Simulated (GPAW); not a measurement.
# CdSe (F-43m) in GPAW: convergence with smearing width (eV)

Aim: find how far smearing width (eV) must go before the results for CdSe settle, at LDA. This setting moves, with any that are tied to it; all else stays.

All numbers are computed with GPAW 26.7.0; they aren't measurements. Logs are shortened: lines on timing, memory, paths and dates and some standing lists are left out, and cuts for length are marked. The log counts tension as positive stress, the text compression.

## 1. The crystal as given

Symmetry: F-43m, No. 216, cubic system. Conventional cell: a = 6.141 Å, b = 6.141 Å, c = 6.141 Å, α = 90.00°, β = 90.00°, γ = 90.00°. Around Cd (site symmetry -43m) lie 4 Se at 2.66 Å. Se (site symmetry -43m) has 4 Cd at 2.66 Å as nearest neighbours.

Measurements of this composition are mostly on another form, of space group No. 186.

## 2. With smearing width (eV) 0.5

Contents of run.py:

```python
from ase import Atoms
from ase.dft.bandgap import bandgap
from ase.io import write
from ase.units import GPa
from gpaw import GPAW, PW

atoms = Atoms(['Cd', 'Se'],
              cell=[[0.0, 3.0702711986, 3.0702711986],
                    [3.0702711986, 0.0, 3.0702711986],
                    [3.0702711986, 3.0702711986, 0.0]],
              scaled_positions=[[0.0, 0.0, 0.0],
                                [0.25, 0.25, 0.25]],
              pbc=True)

calc = GPAW(mode=PW(600),
            xc='LDA',
            kpts={'size': (8, 8, 8), 'gamma': True},
            occupations={'name': 'marzari-vanderbilt', 'width': 0.5},
            nbands=18,
            convergence={'density': 1e-05, 'energy': 1e-05},
            maxiter=100,
            txt='gpaw.txt')
atoms.calc = calc
energy = atoms.get_potential_energy()
forces = atoms.get_forces()
stress = atoms.get_stress()
calc.write('gs.gpw')
write('result.traj', atoms)
print(f'Energy: {energy:.6f} eV')
print('Forces (eV/A):')
print(forces.round(4))
print('Stress (GPa):', (stress / GPa).round(3))
print('Fermi level:', round(calc.get_fermi_level(), 4), 'eV')
print(f'Gap: {bandgap(calc)[0]:.4f} eV, direct: {bandgap(calc, direct=True)[0]:.4f} eV')
```

Potentials or basis: the program's PAW data sets (release 1.2.1) made for this functional, pw.

Started as:

```sh
> OMP_NUM_THREADS=1 python run.py
```

It took 16 s on 1 thread of Arm Neoverse V1, shared host; peak memory 0.16 GiB.

Results:

```
Free energy            : -6.9058 eV
Pressure               : -3.7 GPa
Band gap on the k mesh : none (metal or under the smearing width)
```

## 3. With smearing width (eV) 0.3

run.py, as its differences from that of step 2:

```diff
@@ -17,3 +17,3 @@
             kpts={'size': (8, 8, 8), 'gamma': True},
-            occupations={'name': 'marzari-vanderbilt', 'width': 0.5},
+            occupations={'name': 'marzari-vanderbilt', 'width': 0.3},
             nbands=18,
```

Potentials or basis: the program's PAW data sets (release 1.2.1) made for this functional, pw.

Started as:

```sh
> OMP_NUM_THREADS=1 python run.py
```

It took 16 s on 1 thread of Arm Neoverse V1, shared host; peak memory 0.16 GiB.

Results:

```
Free energy            : -6.9280 eV
Pressure               : -3.5 GPa
Band gap on the k mesh : 0.27 eV, direct
```

## 4. With smearing width (eV) 0.2

run.py, as its differences from that of step 3:

```diff
@@ -17,3 +17,3 @@
             kpts={'size': (8, 8, 8), 'gamma': True},
-            occupations={'name': 'marzari-vanderbilt', 'width': 0.3},
+            occupations={'name': 'marzari-vanderbilt', 'width': 0.2},
             nbands=18,
```

Started as:

```sh
> OMP_NUM_THREADS=1 python run.py
```

Run time: 16 s. Hardware: 1 thread of Arm Neoverse V1, shared host; peak memory 0.16 GiB.

Results (log left out):

* Free energy: -6.9313 eV
* Pressure: -3.4 GPa
* Band gap on the k mesh: 0.27 eV, direct

## 5. With smearing width (eV) 0.15

run.py, as its differences from that of step 4:

```diff
@@ -17,3 +17,3 @@
             kpts={'size': (8, 8, 8), 'gamma': True},
-            occupations={'name': 'marzari-vanderbilt', 'width': 0.2},
+            occupations={'name': 'marzari-vanderbilt', 'width': 0.15},
             nbands=18,
```

Started as:

```sh
> OMP_NUM_THREADS=1 python run.py
```

Run time: 16 s. Hardware: 1 thread of Arm Neoverse V1, shared host; peak memory 0.16 GiB.

The run converged. Its results:

| Item | Value |
| --- | --- |
| Free energy | -6.9322 eV |
| Pressure | -3.4 GPa |
| Band gap on the k mesh | 0.27 eV, direct |

## 6. With smearing width (eV) 0.1

run.py, as its differences from that of step 5:

```diff
@@ -17,3 +17,3 @@
             kpts={'size': (8, 8, 8), 'gamma': True},
-            occupations={'name': 'marzari-vanderbilt', 'width': 0.15},
+            occupations={'name': 'marzari-vanderbilt', 'width': 0.1},
             nbands=18,
```

Potentials or basis: the program's PAW data sets (release 1.2.1) made for this functional, pw.

Started as:

```sh
> OMP_NUM_THREADS=1 python run.py
```

Run time: 16 s. Hardware: 1 thread of Arm Neoverse V1, shared host; peak memory 0.16 GiB.

The run converged. Its results:

| Property | Result |
| --- | --- |
| Free energy | -6.9329 eV |
| Pressure | -3.4 GPa |
| Band gap on the k mesh | 0.27 eV, direct |

## 7. With smearing width (eV) 0.05

run.py, as its differences from that of step 6:

```diff
@@ -17,3 +17,3 @@
             kpts={'size': (8, 8, 8), 'gamma': True},
-            occupations={'name': 'marzari-vanderbilt', 'width': 0.1},
+            occupations={'name': 'marzari-vanderbilt', 'width': 0.05},
             nbands=18,
```

Started as:

```sh
> OMP_NUM_THREADS=1 python run.py
```

It took 15 s on 1 thread of Arm Neoverse V1, shared host; peak memory 0.16 GiB.

It converged, with:

```yaml
Free_energy: -6.9332 eV
Pressure: -3.4 GPa
Band_gap_on_the_k_mesh: 0.27 eV, direct
```

## 8. With smearing width (eV) 0.025

run.py, as its differences from that of step 7:

```diff
@@ -17,3 +17,3 @@
             kpts={'size': (8, 8, 8), 'gamma': True},
-            occupations={'name': 'marzari-vanderbilt', 'width': 0.05},
+            occupations={'name': 'marzari-vanderbilt', 'width': 0.025},
             nbands=18,
```

Started as:

```sh
> OMP_NUM_THREADS=1 python run.py
```

It took 15 s on 1 thread of Arm Neoverse V1, shared host; peak memory 0.16 GiB.

It converged, with:

```yaml
Free_energy: -6.9332 eV
Pressure: -3.4 GPa
Band_gap_on_the_k_mesh: 0.27 eV, direct
```

## 9. With smearing width (eV) 0.01

run.py, as its differences from that of step 8:

```diff
@@ -17,3 +17,3 @@
             kpts={'size': (8, 8, 8), 'gamma': True},
-            occupations={'name': 'marzari-vanderbilt', 'width': 0.025},
+            occupations={'name': 'marzari-vanderbilt', 'width': 0.01},
             nbands=18,
```

Potentials or basis: the program's PAW data sets (release 1.2.1) made for this functional, pw.

Started as:

```sh
> OMP_NUM_THREADS=1 python run.py
```

gpaw.txt:

```text
__  _  _
 | _ |_)|_||  |
 |__||  | ||/\| - 26.7.0

Input parameters:
  mode=PW(ecut=600.0),
  convergence={'density': 1e-05, 'energy': 1e-05},
  kpts=MonkhorstPack(size=(8, 8, 8), gamma=True),
  maxiter=100,
  nbands=18,
  occupations=Occupations(name='marzari-vanderbilt', width=0.01),
  xc=XC(name='LDA')

Diagonalizing LCAO Hamiltonian
Converting LCAO to pw mode

            Se

       Cd

Atoms  # Å, Bohr magnetons
|   | symbol |        x |        y |        z |    initial magnetic moments |
|---|--------|----------|----------|----------|-----------------------------|
| 0 |     Cd | 0.000000 | 0.000000 | 0.000000 | ( 0.0000,  0.0000,  0.0000) |
| 1 |     Se | 1.535136 | 1.535136 | 1.535136 | ( 0.0000,  0.0000,  0.0000) |

Unit cell  # Å
| periodic |        x |        y |        z |  lengths |    angles |
|----------|----------|----------|----------|----------|-----------|
|      yes | 0.000000 | 3.070271 | 3.070271 | 4.342019 | 60.000000 |
|      yes | 3.070271 | 0.000000 | 3.070271 | 4.342019 | 60.000000 |
|      yes | 3.070271 | 3.070271 | 0.000000 | 4.342019 | 60.000000 |

Number of symmetries: 24
Symmetry operations  # r_c * U_cc + t_c -> r_c
|    | kind |            matrix            |
|----|------|------------------------------|
|  0 |  E   |  1, 0, 0,  0, 1, 0,  0, 0, 1 |
|  1 |  σ   |  1, 0, 0,  0, 0, 1,  0, 1, 0 |
|  2 |  σ   |  1, 0,-1,  0, 1,-1,  0, 0,-1 |
|  3 |  C3  |  1, 0,-1,  0, 0,-1,  0, 1,-1 |
|  4 |  C3  |  1,-1, 0,  0,-1, 1,  0,-1, 0 |
|  5 |  σ   |  1,-1, 0,  0,-1, 0,  0,-1, 1 |
|  6 |  σ   |  0, 1, 0,  1, 0, 0,  0, 0, 1 |
|  7 |  C3  |  0, 1, 0,  0, 0, 1,  1, 0, 0 |
|  8 |  C2  |  0, 1,-1,  1, 0,-1,  0, 0,-1 |
|  9 |  S4  |  0, 1,-1,  0, 0,-1,  1, 0,-1 |
| 10 |  C3  |  0, 0, 1,  1, 0, 0,  0, 1, 0 |
| 11 |  σ   |  0, 0, 1,  0, 1, 0,  1, 0, 0 |
| 12 |  S4  |  0, 0,-1,  1, 0,-1,  0, 1,-1 |
| 13 |  C3  |  0, 0,-1,  0, 1,-1,  1, 0,-1 |
| 14 |  S4  |  0,-1, 1,  1,-1, 0,  0,-1, 0 |
| 15 |  C2  |  0,-1, 1,  0,-1, 0,  1,-1, 0 |
| 16 |  C3  |  0,-1, 0,  1,-1, 0,  0,-1, 1 |
| 17 |  S4  |  0,-1, 0,  0,-1, 1,  1,-1, 0 |
| 18 |  S4  | -1, 1, 0, -1, 0, 1, -1, 0, 0 |
| 19 |  C3  | -1, 1, 0, -1, 0, 0, -1, 0, 1 |
| 20 |  C3  | -1, 0, 1, -1, 1, 0, -1, 0, 0 |
| 21 |  S4  | -1, 0, 1, -1, 0, 0, -1, 1, 0 |
| 22 |  σ   | -1, 0, 0, -1, 1, 0, -1, 0, 1 |
| 23 |  C2  | -1, 0, 0, -1, 0, 1, -1, 1, 0 |

BZ-sampling:
  Number of BZ points: 512
  Number of IBZ points: 29

  Monkhorst-Pack size: [8, 8, 8]
  Monkhorst-Pack shift: [0.0625, 0.0625, 0.0625]

K-points  # in reciprocal-cell coordinates
|     |                                coordinates |     weight |
|-----|--------------------------------------------|------------|
|   0 | (  0.00000000,   0.00000000,   0.00000000) | 0.00195312 |
|   1 | (  0.12500000,   0.12500000,   0.00000000) | 0.01171875 |
|   2 | (  0.12500000,   0.12500000,   0.12500000) | 0.01562500 |
|   3 | (  0.25000000,   0.12500000,   0.12500000) | 0.02343750 |
|   4 | (  0.25000000,   0.25000000,   0.00000000) | 0.01171875 |
|   5 | (  0.25000000,   0.25000000,   0.12500000) | 0.04687500 |
|   6 | (  0.25000000,   0.25000000,   0.25000000) | 0.01562500 |
|   7 | (  0.37500000,   0.25000000,  -0.37500000) | 0.04687500 |
|   8 | (  0.37500000,   0.25000000,   0.12500000) | 0.04687500 |
|   9 | (  0.37500000,   0.25000000,   0.25000000) | 0.04687500 |
| ... |                                            |            |
|  28 | (  0.50000000,   0.50000000,   0.50000000) | 0.00781250 |

Plane wave coefficients: 1964
Cutoff: 600.0 eV

Spin-components: 1 (collinear spins)
Bands:           18
Projectors:      11
Spin-degeneracy: 2
Datatype:        complex128

Parallelization:
  kpt:    1
  domain: 1
  band:   1

Density:
  Valence electrons: 18.0
  Components: 1
  Grid points: [25 25 25]
  Charge: 0.0  # |e|

Potential:
  Grid points: [25 25 25]

species:
  Cd:
    name:    Cadmium
    Z:       48.0
    valence: 12
    core:    36
    charge:  0.0  # [|e|]
    compensation charges:
      type: gauss
      rc: 0.38  # [Å]
      lmax: 2
    cutoffs:
      filter: 2.12  # [Å]
      core: 2.62  # [Å]
    projectors
    | kind |    occ | energy [eV] | rcut [Å] |
    |------|--------|-------------|----------|
    |   5s |  2.000 |      -5.950 |    1.191 |
    |   5p |  0.000 |      -1.328 |    1.228 |
    |   4d | 10.000 |     -11.904 |    1.164 |
    |    s |        |      21.261 |    1.191 |
    |    p |        |      25.883 |    1.228 |
    |    d |        |      15.307 |    1.164 |

    Using partial waves for Cd as LCAO basis

  Se:
    name:    Selenium
    Z:       34.0
    valence: 6
    core:    28
    charge:  0.0  # [|e|]
    compensation charges:
      type: gauss
      rc: 0.27  # [Å]
      lmax: 2
    cutoffs:
      filter: 1.77  # [Å]
      core: 2.67  # [Å]
    projectors
    | kind |    occ | energy [eV] | rcut [Å] |
    |------|--------|-------------|----------|
    |   4s |  2.000 |     -17.472 |    0.847 |
    |   4p |  4.000 |      -6.656 |    1.005 |
    |    s |        |       9.739 |    0.847 |
    |    p |        |      20.555 |    1.005 |
    |    d |        |       0.000 |    0.847 |

    Using partial waves for Se as LCAO basis

Reference energy: -218053.140292  # eV

eigensolver:
  PPCG
  Converge bands: occupied
  niter=2

density mixing:
  MSR1-Mixer
  Pratt-step length: 0.05
  Maximum mixing coefficient: 0.75
  Old densities: 10
  SVD Regularization: 0.005
  Good broyden scale: 1.0
  Trust region scale: 1.0
  Backstep threshold: 4.0
  History deletion threshold: 6.0
  Fourier metric: weight=20.0, sigma=0.015

occupation numbers:
  Marzari-Vanderbilt:
    width: 0.0100  # eV

poisson solver:
  ecut: 4800.0  # eV

xc functional:
  name: None

convergence criteria:
- Maximum integral of absolute [dens]ity change: 1e-05 electrons / valence electron
- Maximum [total energy] change in last 3 cyles: 1e-05 eV / valence electron
- Maximum integral of absolute [eigenst]ate change: 4e-08 eV^2 / valence electron
maximum number of iterations: 100

SCF iterations
|iter     | |      energy | eigst |  dens |
|---------|-|-------------|-------|-------|
|iter:   1| |   -7.281701 | -0.57 |       |
|iter:   2| |   -7.207205 | -2.55 | -1.20 |
|iter:   3| |   -6.939286 | -1.70 | -1.25 |
|iter:   4| |   -6.934323 | -3.60 | -1.80 |
|iter:   5| |   -6.933245 | -3.94 | -2.28 |
|iter:   6| |   -6.933241 | -5.55 | -3.09 |
|iter:   7| |   -6.933241c| -6.93 | -3.61 |
|iter:   8| |   -6.933241c| -7.55c| -4.79 |
|iter:   9| |   -6.933241c| -8.14c| -5.24c|

Converged in 9 steps
Energy contributions relative to reference atoms: (reference = -218053.140292)

Energy contributions:
  Kinetic:          13.393745
  Coulomb:         -12.423358
  Zero:              0.053051
  External:          0.000000
  Xc:               -7.956689
  Entropy:           0.000010
  Spinorbit:         0.000000
  ----------------------------
  Free energy:      -6.933241
  Extrapolated:     -6.933241

dipole moment: (-23.586084, -23.586084, -23.586084)  # |e|*Ang

Fermi level: 3.030
Eigenvalues  # (at kpt = [0.000, 0.000, 0.000])
| band index |      eig [eV] | occ [0-2] |
|------------|---------------|-----------|
|          0 |        -9.504 |     2.000 |
|          1 |        -4.778 |     2.000 |
|          2 |        -4.778 |     2.000 |
|          3 |        -4.778 |     2.000 |
|          4 |        -4.423 |     2.000 |
|          5 |        -4.423 |     2.000 |
[... 10 lines left out ...]
|         16 |        14.831 |     0.000 |
|         17 |        14.831 |     0.000 |

Gap: 0.269 eV
Transition (v -> c):
  (s=0, k=0, n=8, [0.00, 0.00, 0.00]) -> (s=0, k=0, n=9, [0.00, 0.00, 0.00])
No difference between direct/indirect transitions

Forces  # eV/Ang
|        x |        y |       z |
|----------|----------|---------|
|  0.00000 | -0.00000 | 0.00000 |  # Cd   0
| -0.00000 |  0.00000 | 0.00000 |  # Se   1

Stress tensor  # eV/Ang^3
|        x |        y |        z |
|----------|----------|----------|
| 0.021429 | 0.000000 | 0.000000 |
| 0.000000 | 0.021429 | 0.000000 |
| 0.000000 | 0.000000 | 0.021429 |

# Writing to gs.gpw (mode='')
```

stdout:

```text
Energy: -6.933241 eV
Forces (eV/A):
[[ 0. -0.  0.]
 [-0.  0.  0.]]
Stress (GPa): [3.433 3.433 3.433 0.    0.    0.   ]
Fermi level: 3.0295 eV
Gap: 0.2692 eV, direct: 0.2692 eV
```

It took 15 s on 1 thread of Arm Neoverse V1, shared host; peak memory 0.16 GiB.

What came out:

```yaml
Free_energy: -6.9332 eV
Pressure: -3.4 GPa
Band_gap_on_the_k_mesh: 0.27 eV, direct
```

## 10. Summary

```csv
smearing width (eV),"energy less the tightest run, at zero smearing (meV/atom)",pressure (GPa),gap on the mesh (eV),SCF cycles,CPU time (s),peak memory (GiB)
0.5,13.73,-3.72,0.000,9,16,0.16
0.3,2.62,-3.48,0.270,9,16,0.16
0.2,0.97,-3.44,0.269,9,16,0.16
0.15,0.53,-3.44,0.269,9,16,0.16
0.1,0.17,-3.44,0.269,9,16,0.16
0.05,0.02,-3.43,0.269,9,15,0.16
0.025,0.01,-3.43,0.269,9,15,0.16
0.01,0.00,-3.43,0.269,9,15,0.16
```

Against the tightest run, the energy stays within 1 meV/atom from 0.2 on; the pressure stays within 0.1 GPa from 0.3 on; the gap on the mesh stays within 0.01 eV from 0.3 on. The tightest run that finished is the yardstick and may itself not be fully converged.

Caveats: this smearing can pin the Fermi level at a band edge.
